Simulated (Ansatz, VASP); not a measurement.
# One calculation of CuO, two programs

File INCAR:

```
PREC     = Accurate       # precision mode
ENCUT    = 520            # plane-wave cutoff, eV
EDIFF    = 1E-6           # SCF threshold, eV
ISMEAR   = 0              # smearing method
SIGMA    = 0.05           # smearing width, eV
LREAL    = False          # projectors in reciprocal space
LASPH    = True           # aspherical terms in the spheres
NELM     = 150            # most SCF steps
ALGO     = Normal         # electronic algorithm
ISIF     = 2              # what is computed and relaxed
LWAVE    = False          # write WAVECAR
LCHARG   = False          # write CHGCAR
ISPIN    = 2              # spin polarisation
MAGMOM   = -0.07 -0.07 -0.04 -0.04 # initial moments
LORBIT   = 11             # projections on sites
LMAXMIX  = 4              # l up to which the mixer works
LDAU     = True           # DFT+U
LDAUTYPE = 1            
LDAUL    = 2 -1           # shell
LDAUU    = 3 0            # U, eV
LDAUJ    = 0.9 0        
LDAUPRINT= 1            
NBANDS   = 29             # bands
```

File KPOINTS:

```
regular mesh
0
Gamma
  7 7 4
```

File POSCAR:

```
CuO
1.0
    2.3446497600     -1.7133998200      0.0000000000
    2.3446497600      1.7133998200      0.0000000000
   -0.8605499100      0.0000000000      5.0594394800
Cu O
2 2
Direct
    0.0032000000      0.4968000000      0.0000000000
    0.4968000000      0.0032000000      0.5000000000
    0.5714000000      0.4056000000      0.2537000000
    0.4056000000      0.5714000000      0.7537000000
```

Input for Ansatz:

```yaml
crystal:
  lattice:
    - [2.34464976, -1.71339982, 0.0]
    - [2.34464976, 1.71339982, 0.0]
    - [-0.86054991, 0.0, 5.05943948]
  atoms:
    - { symbol: Cu, position: [0.0032, 0.4968, 0.0], spin: 1.0 }
    - { symbol: Cu, position: [0.4968, 0.0032, 0.5], spin: 1.0 }
    - { symbol: O, position: [0.5714, 0.4056, 0.2537] }
    - { symbol: O, position: [0.4056, 0.5714, 0.7537] }
basis:
  ecutwfc: 420
  ecutrho_ratio: 4
kpoints:
  mp_grid: { grid: [7, 7, 4] }
hamiltonian:
  xc: lda
  hubbard:
    sites:
      - { site: 0, l: d, u: 3.0, j: 0.9, starting_ns: [{ spin: up, occupation_matrix: s0up }, { spin: down, occupation_matrix: s0down }] }
      - { site: 1, l: d, u: 3.0, j: 0.9, starting_ns: [{ spin: up, occupation_matrix: s1up }, { spin: down, occupation_matrix: s1down }] }
    occupation_matrices:
      s0up:
        matrix:
          - [0.97, 0.0, 0.0, 0.0, 0.0]
          - [0.0, 0.97, 0.0, 0.0, 0.0]
          - [0.0, 0.0, 0.97, 0.0, 0.0]
          - [0.0, 0.0, 0.0, 0.97, 0.0]
          - [0.0, 0.0, 0.0, 0.0, 0.97]
      s0down:
        matrix:
          - [0.02, 0.0, 0.0, 0.0, 0.0]
          - [0.0, 0.97, 0.0, 0.0, 0.0]
          - [0.0, 0.0, 0.97, 0.0, 0.0]
          - [0.0, 0.0, 0.0, 0.97, 0.0]
          - [0.0, 0.0, 0.0, 0.0, 0.97]
      s1up:
        matrix:
          - [0.97, 0.0, 0.0, 0.0, 0.0]
          - [0.0, 0.97, 0.0, 0.0, 0.0]
          - [0.0, 0.0, 0.97, 0.0, 0.0]
          - [0.0, 0.0, 0.0, 0.97, 0.0]
          - [0.0, 0.0, 0.0, 0.0, 0.97]
      s1down:
        matrix:
          - [0.02, 0.0, 0.0, 0.0, 0.0]
          - [0.0, 0.97, 0.0, 0.0, 0.0]
          - [0.0, 0.0, 0.97, 0.0, 0.0]
          - [0.0, 0.0, 0.0, 0.97, 0.0]
          - [0.0, 0.0, 0.0, 0.0, 0.97]
    ns_hold: { iters: 12 }
scf:
  occupations: { method: gaussian, width: 0.05 }
  lower_state_search: "off"
  max_iter: 150
output:
  forces: true
  stress: true
  eigenvalues: true
  populations: true
  hubbard: { sites: [{ site: 0, l: d }, { site: 1, l: d }] }
magnetization:
  spin_polarized: true
```

Alike in both runs: task single point; functional LDA; k mesh 7 × 7 × 4; occupations gaussian, width 0.05 eV; collinear spin; Hubbard terms Cu d U = 3.0 eV, J = 0.9 eV.

```csv
,VASP,Ansatz
version,VASP 6.6.1,Ansatz 0.2.0
potentials or method,"VASP PAW LDA potentials, release 64 (Cu, O)","scalar-relativistic, plane waves, PAW"
plane-wave cutoff (eV),520,420
valence electrons in the cell,34,50
```

Ansatz gave:

```
gap on the k mesh at the Fermi level (eV)                     : none
pressure (GPa)                                                : -8.6
largest component of the traceless stress (GPa)               : 3.23
rms of the force components (eV/Å)                            : 0.430
net moment per atom (μB)                                      : 0.05
size of the moment on the site where the two differ most (μB) : 0.06
```

Q: Which values does VASP return?

A: gap on the k mesh at the Fermi level (eV): none; pressure (GPa): -10.6; largest component of the traceless stress (GPa): 3.49; rms of the force components (eV/Å): 0.414; net moment per atom (μB): 0.06; size of the moment on the site where the two differ most (μB): 0.08.

Site moments also hang on the region over which each program counts them. The programs project onto different local orbitals, so the same U acts differently. Atom by atom the forces differ by 0.018 eV/Å (rms over components). A gap of «none» marks a metal or a gap that the smearing closes. The two sets of potentials don't hold the same shells in valence. Ansatz warned: «filled_band_counts_differ_across_k_points».

The state reached can hang on the start; a lower one may exist.
